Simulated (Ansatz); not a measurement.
# Ag(111) with 4 layers of random Ag-Al, 2x2: scattering by chemical disorder

How strongly does chemical disorder scatter in Ag(111) with 4 layers of random Ag-Al, 2x2?

Calculated with Ansatz 0.2.0; Ansatz plane-wave DFT, PBE, PAW files; ballistic transport by layer matching (Landauer), zero bias; PAW set soft_1.

This is a report of a sequence of runs, with most program output left out.

### 1. Starting point

The cell holds 40 atoms: 38 Ag and 2 Al. Its edges and angles: a = 5.779 Å, b = 5.779 Å, c = 23.651 Å, α = 93.5°, β = 86.5°, γ = 120.0°. It derives from Ag. Regions: lead, 24 atoms (24 Ag); scattering region, 16 atoms (14 Ag and 2 Al). The structure is stacked along c, and the current runs across the ab planes.

### 2. With 4 alloy layers

In 4 layers a share of 0.125 of the sites is given to Al at random. The layers about the cell's end stay perfect and serve as the lead. Energies from -0.05 to 0.05 eV in steps of 0.05 eV are too few for the program's thermal sum, so it prints no conductance; for a metal the transmission near the Fermi level serves, at a fraction of the cost.

e

The input, input.yaml:

```yaml
crystal:
  lattice:
    - [5.7787594586, 0.0, 0.0]
    - [-2.8893797293, 5.0045524935, 0.0]
    - [1.4446898646, -0.8340920822, 23.5916866996]
  atoms:
    - { symbol: Ag, position: [0.9916666667, 0.0083333333, 0.05] }
    - { symbol: Ag, position: [0.9916666667, 0.5083333333, 0.05] }
    - { symbol: Ag, position: [0.4916666667, 0.0083333333, 0.05] }
    - { symbol: Ag, position: [0.4916666667, 0.5083333333, 0.05] }
    - { symbol: Ag, position: [0.1416666667, 0.3583333333, 0.15] }
    - { symbol: Ag, position: [0.1416666667, 0.8583333333, 0.15] }
    - { symbol: Ag, position: [0.6416666667, 0.3583333333, 0.15] }
    - { symbol: Ag, position: [0.6416666667, 0.8583333333, 0.15] }
[... 28 atom lines left out ...]
    - { symbol: Ag, position: [0.8416666667, 0.1583333333, 0.95] }
    - { symbol: Ag, position: [0.8416666667, 0.6583333333, 0.95] }
    - { symbol: Ag, position: [0.3416666667, 0.1583333333, 0.95] }
    - { symbol: Ag, position: [0.3416666667, 0.6583333333, 0.95] }
kpoints:
  mp_grid: { grid: [4, 4, 1] }
hamiltonian:
  xc: pbe
  pseudopotentials: { kind: paw, azcp: { folder: soft_1 } }
scf:
  occupations: { method: fermi_dirac, width: 0.1 }
output:
  transmission: { leads: [[0, 4]], kmesh: [8, 8], e_range: [-0.05, 0.05], de: 0.05 }
  write_potential: true
  write_density: true
  volumetric_format: npy
```

Started as:

```
> ansatz run input.yaml --threads 4 --pin off --max-ram 15360MiB --backend cpu --events-out ev --progress --plain --runs-dir out
```

It took 5.2 min on 4 threads of Arm Neoverse V1, shared host; peak memory 5.2 GiB; 17 min of CPU time.

Numbers from this step:

| Item | Value |
| --- | --- |
| free energy | -289517.9117 eV |
| energy at zero smearing | -289517.6535 eV |
| Fermi energy | 16.79 eV |
| cell area | 28.92 Å² |
| transmission per spin nearest the Fermi level | 2.921 |
| open channels per spin nearest the Fermi level | 3.234 |
| step of the lead's potential | 11.4 meV |

Per spin. The transmission, zone mean stays at 2.92 for energy from -0.05 to 0.05 eV.

Per spin. The open channels, zone mean, lead by energy, zero at the Fermi level:

| energy (eV) | open channels, zone mean, lead |
| --- | --- |
| -0.0500 | 3.33 |
| 0.0000 | 3.23 |
| 0.0500 | 3.23 |

Transmission over k1 and k2. At 0.0000 eV from the Fermi level.

Ten even steps from '0' (1.40) to '9' (3.81):
```
69559666
65848566
65442356
99820289
66532445
66658485
66669559
96669666
```
Columns: k1 (b1) from -0.5 to 0.375; rows upwards: k2 (b2) from -0.5 to 0.375.

Open channels over k1 and k2. At 0.0000 eV from the Fermi level.

Values, 8 rows by 8 columns:
```
3.00 4.00 3.00 3.00 4.00 3.00 3.00 3.00
3.00 3.00 4.00 3.00 4.00 3.00 3.00 3.00
3.00 3.00 3.00 3.00 3.00 3.00 3.00 3.00
4.00 4.00 4.00 3.00 3.00 3.00 4.00 4.00
3.00 3.00 3.00 3.00 3.00 3.00 3.00 3.00
3.00 3.00 3.00 3.00 4.00 3.00 4.00 3.00
3.00 3.00 3.00 3.00 4.00 3.00 3.00 4.00
4.00 3.00 3.00 3.00 4.00 3.00 3.00 3.00
```
Columns: k1 (b1) from -0.5 to 0.375; rows upwards: k2 (b2) from -0.5 to 0.375.

Over the solved energies the transmission per spin lies between 2.92 and 2.93, out of 3.27 channels of the lead on average (up to 3.33).

### 3. With 8 alloy layers

In 8 layers a share of 0.125 of the sites is given to Al at random. A fresh draw is used; the growth of the resistance with length is what counts.

c

System of this step: Ag(111) with 8 layers of random Ag-Al, 2x2. The cell holds 56 atoms: 52 Ag and 4 Al. Its edges and angles: a = 5.779 Å, b = 5.779 Å, c = 33.070 Å, α = 87.5°, β = 92.5°, γ = 120.0°. It derives from Ag. Regions: lead, 24 atoms (24 Ag); scattering region, 32 atoms (28 Ag and 4 Al). The structure is stacked along c, and the current runs across the ab planes.

The input, input.yaml:

```yaml
crystal:
  lattice:
    - [5.7787594586, 0.0, 0.0]
    - [-2.8893797293, 5.0045524935, 0.0]
    - [-1.4446898646, 0.8340920822, 33.0283613795]
  atoms:
    - { symbol: Ag, position: [0.005952381, 0.994047619, 0.0357142857] }
    - { symbol: Ag, position: [0.005952381, 0.494047619, 0.0357142857] }
    - { symbol: Ag, position: [0.505952381, 0.994047619, 0.0357142857] }
    - { symbol: Ag, position: [0.505952381, 0.494047619, 0.0357142857] }
    - { symbol: Ag, position: [0.1845238095, 0.3154761905, 0.1071428571] }
    - { symbol: Ag, position: [0.1845238095, 0.8154761905, 0.1071428571] }
    - { symbol: Ag, position: [0.6845238095, 0.3154761905, 0.1071428571] }
    - { symbol: Ag, position: [0.6845238095, 0.8154761905, 0.1071428571] }
[... 44 atom lines left out ...]
    - { symbol: Ag, position: [0.3273809524, 0.1726190476, 0.9642857143] }
    - { symbol: Ag, position: [0.3273809524, 0.6726190476, 0.9642857143] }
    - { symbol: Ag, position: [0.8273809524, 0.1726190476, 0.9642857143] }
    - { symbol: Ag, position: [0.8273809524, 0.6726190476, 0.9642857143] }
kpoints:
  mp_grid: { grid: [4, 4, 1] }
hamiltonian:
  xc: pbe
  pseudopotentials: { kind: paw, azcp: { folder: soft_1 } }
scf:
  occupations: { method: fermi_dirac, width: 0.1 }
output:
  transmission: { leads: [[0, 4]], kmesh: [8, 8], e_range: [-0.05, 0.05], de: 0.05 }
  write_potential: true
  write_density: true
  volumetric_format: npy
```

Run time: 11 min. Hardware: 4 threads; peak memory 8.8 GiB.

This step gave:

* free energy: -396862.7883 eV
* energy at zero smearing: -396862.5440 eV
* Fermi energy: 16.67 eV
* transmission per spin nearest the Fermi level: 2.513
* step of the lead's potential: 39.4 meV

Per spin. The transmission, zone mean by energy, zero at the Fermi level:

| energy (eV) | transmission, zone mean |
| --- | --- |
| -0.0500 | 2.56 |
| 0.0000 | 2.51 |
| 0.0500 | 2.31 |

Over the solved energies the transmission per spin lies between 2.31 and 2.56, out of 3.23 channels of the lead on average (up to 3.23). The log calls the step of a lead's potential too much.

### 4. With 12 alloy layers

In 12 layers a share of 0.125 of the sites is given to Al at random. A fresh draw is used; the growth of the resistance with length is what counts.

a

System of this step: Ag(111) with 12 layers of random Ag-Al, 2x2. The cell holds 72 atoms: 66 Ag and 6 Al. Cell: a = 5.779 Å, b = 5.779 Å, c = 42.465 Å, α = 90.0°, β = 90.0°, γ = 120.0°. It derives from Ag. Regions: lead, 24 atoms (24 Ag); scattering region, 48 atoms (42 Ag and 6 Al). The structure is stacked along c, and the current runs across the ab planes.

The input, input.yaml:

```yaml
crystal:
  lattice:
    - [5.7787594586, 0.0, 0.0]
    - [-2.8893797293, 5.0045524935, 0.0]
    - [0.0, 0.0, 42.4650360593]
  atoms:
    - { symbol: Ag, position: [0.0, 0.0, 0.0277777778] }
    - { symbol: Ag, position: [0.0, 0.5, 0.0277777778] }
    - { symbol: Ag, position: [0.5, 0.0, 0.0277777778] }
    - { symbol: Ag, position: [0.5, 0.5, 0.0277777778] }
    - { symbol: Ag, position: [0.1666666667, 0.3333333333, 0.0833333333] }
    - { symbol: Ag, position: [0.1666666667, 0.8333333333, 0.0833333333] }
    - { symbol: Ag, position: [0.6666666667, 0.3333333333, 0.0833333333] }
    - { symbol: Ag, position: [0.6666666667, 0.8333333333, 0.0833333333] }
[... 60 atom lines left out ...]
    - { symbol: Ag, position: [0.3333333333, 0.1666666667, 0.9722222222] }
    - { symbol: Ag, position: [0.3333333333, 0.6666666667, 0.9722222222] }
    - { symbol: Ag, position: [0.8333333333, 0.1666666667, 0.9722222222] }
    - { symbol: Ag, position: [0.8333333333, 0.6666666667, 0.9722222222] }
kpoints:
  mp_grid: { grid: [4, 4, 1] }
hamiltonian:
  xc: pbe
  pseudopotentials: { kind: paw, azcp: { folder: soft_1 } }
scf:
  occupations: { method: fermi_dirac, width: 0.1 }
output:
  transmission: { leads: [[0, 4]], kmesh: [8, 8], e_range: [-0.05, 0.05], de: 0.05 }
  write_potential: true
  write_density: true
  volumetric_format: npy
```

It took 27 min on 4 threads; peak memory 7.5 GiB.

This step gave:

- free energy: -504206.2961 eV
- energy at zero smearing: -504205.9303 eV
- Fermi energy: 16.51 eV
- transmission per spin nearest the Fermi level: 2.234
- step of the lead's potential: 7.1 meV

Per spin. The transmission, zone mean by energy, zero at the Fermi level:

| energy (eV) | transmission, zone mean |
| --- | --- |
| -0.0500 | 2.24 |
| 0.0000 | 2.23 |
| 0.0500 | 2.25 |

Over the solved energies the transmission per spin lies between 2.23 and 2.25, out of 3.27 channels of the lead on average (up to 3.33).

### 5. Resistance against length

r

This step: Ansatz plane-wave DFT, PBE, PAW files; ballistic transport by layer matching (Landauer), zero bias; residual resistivity from the slope of the area resistance, atoms on the host's lattice; PAW set soft_1 (Ansatz 0.2.0).

Numbers from this step:

```
resistivity           : 20.54 µΩ cm
intercept             : -0.04839 fΩ m²
scatter about the fit : 0.01658 fΩ m²
```

Resistance, by row:

| run | length (Å) | T | channels N | RA (fΩ m²) |
| --- | --- | --- | --- | --- |
| n4 | 9.437 | 2.924 | 3.266 | 0.1337 |
| n8 | 18.87 | 2.461 | 3.234 | 0.3627 |
| n12 | 28.31 | 2.243 | 3.266 | 0.5213 |

The area resistance by length of the alloy:

| length of the alloy (Å) | area resistance (fΩ m²) |
| --- | --- |
| 9.44 | 0.134 |
| 18.87 | 0.363 |
| 28.31 | 0.521 |

The area resistance goes from 0.13 to 0.52 fΩ m² between 9.4 and 28.3 Å, a slope of 21 µΩ cm.

By hand from the end points: (0.5213 − 0.1337) fΩ m² / (28.31 − 9.44) Å = 21 µΩ cm, since 1 fΩ m² per Å is 1000 µΩ cm.

### 6. Outcome

* resistivity from the slope: 20.5 µΩ cm
* area resistance over 9.44 Å: 0.134 fΩ m²
* area resistance over 18.9 Å: 0.363 fΩ m²
* area resistance over 28.3 Å: 0.521 fΩ m²

In words: The slope gives 21 µΩ cm. The points scatter by 0.017 fΩ m² about the line, with one random draw a length in a 2x2 cell, so the slope is a rough value. Read with a model of isotropic scattering on a spherical Fermi surface and the lead's 0.87×10¹⁵ S/m², this slope means a mean free path near 44 Å; over these lengths the model's slope is 1.07 times its bulk resistivity, which would be 19 µΩ cm. The draw over the shortest length came out nearly ordered, with 8 symmetry operations, so that point is a poor sample of a random alloy. The atoms sit on the host's lattice, so scattering by size misfit is left out. A lead's potential steps by up to 39 meV from period to period, which the log calls too much, so longer leads could move the result.

[Logs are printed without paths, hosts, clocks, repeated set-up lines and the standing remarks that a program may print on its own settings, such as how far it seeks lower states.]

[Hosts, paths, dates, database ids (printed as entryN), source tags and the programs' standing remarks are cut or masked in the printed files.]
